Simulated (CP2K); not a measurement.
Set up this calculation in CP2K 2026.2, as the native input.

| Quantity | Value |
| --- | --- |
| Task | single point |
| Functional | PBE |
| Potentials or basis | GTH_POTENTIALS Pb GTH-PBE-q4, S GTH-PBE-q6; DZVP-MOLOPT-SR-GTH basis |
| Density cutoff | 6123 eV |
| k mesh | 8 × 8 × 8 |
| Occupations | fermi-dirac, width 0.05 eV |
| Spin | no spin polarisation |
| SCF solver | diagonalisation with k points |
| Quickstep method | GPW |
| EPS_DEFAULT | 1.0E-9 |
| EPS_SCF | 1.0E-6 |
| MAX_SCF | 100 |
| SCF_GUESS | ATOMIC |
| k points reduced by the point group | yes |
| Mesh centred on Gamma | yes |
| CHOLESKY | OFF |
| EPS_EIGVAL | 1.0E-7 |
| MIXING METHOD | BROYDEN_MIXING |
| MIXING ALPHA | 0.4 |
| NBUFFER | 8 |
| NGRIDS | 4 |
| Basis sets | Pb DZVP-MOLOPT-SR-GTH-q4, S DZVP-MOLOPT-SR-GTH-q6 |
| Potentials | Pb GTH-PBE-q4 of GTH_POTENTIALS, S GTH-PBE-q6 of GTH_POTENTIALS |
| ADDED_MOS | [10] |
| REL_CUTOFF (Ry) | 60 Ry |
| MIXING BETA (1/bohr) | 1.5 1/bohr |
| CUTOFF of the grids | 450 Ry |

PbS:

```
CELL_PARAMETERS angstrom
4.22692 0.00000 0.00000
2.11505 3.65970 0.00000
2.11505 1.22051 3.45018
ATOMIC_POSITIONS crystal
Pb 0.98057 0.98057 0.98057
S 0.47504 0.47504 0.47504
```

The cell is a database's computed one.

One way to write it, as run:

pbs_scf.inp

```
&GLOBAL
  PROJECT pbs_scf
  RUN_TYPE ENERGY_FORCE
  PRINT_LEVEL LOW
&END GLOBAL
&FORCE_EVAL
  METHOD QS
  STRESS_TENSOR ANALYTICAL
  &DFT
    BASIS_SET_FILE_NAME BASIS_MOLOPT
    POTENTIAL_FILE_NAME GTH_POTENTIALS
    &MGRID
      CUTOFF 450
      REL_CUTOFF 60
      NGRIDS 4
    &END MGRID
    &QS
      METHOD GPW
      EPS_DEFAULT 1.0E-9
    &END QS
    &KPOINTS
      SCHEME MONKHORST-PACK 8 8 8
      GAMMA_CENTERED T
      SYMMETRY T
      SYMMETRY_BACKEND SPGLIB
    &END KPOINTS
    &SCF
      SCF_GUESS ATOMIC
      EPS_SCF 1.0E-6
      MAX_SCF 100
      ADDED_MOS 10
      CHOLESKY OFF
      EPS_EIGVAL 1.0E-7
      &DIAGONALIZATION ON
        ALGORITHM STANDARD
      &END DIAGONALIZATION
      &MIXING ON
        METHOD BROYDEN_MIXING
        ALPHA 0.4
        BETA 1.5
        NBUFFER 8
      &END MIXING
      &SMEAR ON
        METHOD FERMI_DIRAC
        ELECTRONIC_TEMPERATURE [K] 580.226
      &END SMEAR
    &END SCF
    &XC
      &XC_FUNCTIONAL
        &GGA_X_PBE
        &END GGA_X_PBE
        &GGA_C_PBE
        &END GGA_C_PBE
      &END XC_FUNCTIONAL
    &END XC
    &PRINT
      &KPOINTS ON
      &END KPOINTS
      &MULLIKEN ON
      &END MULLIKEN
      &MO ON
        ENERGIES T
        OCCUPATION_NUMBERS T
        &EACH
          QS_SCF 0
        &END EACH
        ADD_LAST NUMERIC
      &END MO
      &LOWDIN ON
      &END LOWDIN
      &HIRSHFELD ON
        SHAPE_FUNCTION DENSITY
      &END HIRSHFELD
    &END PRINT
  &END DFT
  &SUBSYS
    &CELL
      A 4.2269191050 0.0000000000 0.0000000000
      B 2.1150549447 3.6596977609 0.0000000000
      C 2.1150549448 1.2205130114 3.4501790809
      PERIODIC XYZ
    &END CELL
    &COORD
      Pb  8.2926732325 4.7853676825 3.3831275416
      S   4.0173894198 2.3182736083 1.6389577173
    &END COORD
    &KIND Pb
      BASIS_SET DZVP-MOLOPT-SR-GTH-q4
      POTENTIAL GTH-PBE-q4
    &END KIND
    &KIND S
      BASIS_SET DZVP-MOLOPT-SR-GTH-q6
      POTENTIAL GTH-PBE-q6
    &END KIND
    &PRINT
      &ATOMIC_COORDINATES ON
      &END ATOMIC_COORDINATES
      &CELL ON
      &END CELL
    &END PRINT
  &END SUBSYS
  &PRINT
    &FORCES ON
    &END FORCES
    &STRESS_TENSOR ON
    &END STRESS_TENSOR
  &END PRINT
&END FORCE_EVAL
```

Potentials or basis: GTH_POTENTIALS Pb GTH-PBE-q4, S GTH-PBE-q6; DZVP-MOLOPT-SR-GTH basis.

Run with:

```console
$ OMP_NUM_THREADS=1 cp2k.psmp -i pbs_scf.inp -o pbs_scf.out
```

It gave:

The pressure is 0.9 GPa, the largest force is 0.018 eV/Å and the band gap on the k mesh is 0.45 eV, direct. The mulliken charges are Pb +0.46; S -0.46 e and the hirshfeld charges are Pb +0.28; S -0.28 e.

Caveat: Mulliken charges move with the basis; spin-orbit coupling is left out, which as a rule narrows the gap of such compounds by several tenths of an eV; the basis of atomic orbitals isn't converged, which shifts pressures, moduli and gaps.

Wall time 14 s on 1 thread of Arm Neoverse V1, on a shared host, peak memory 0.26 GiB.
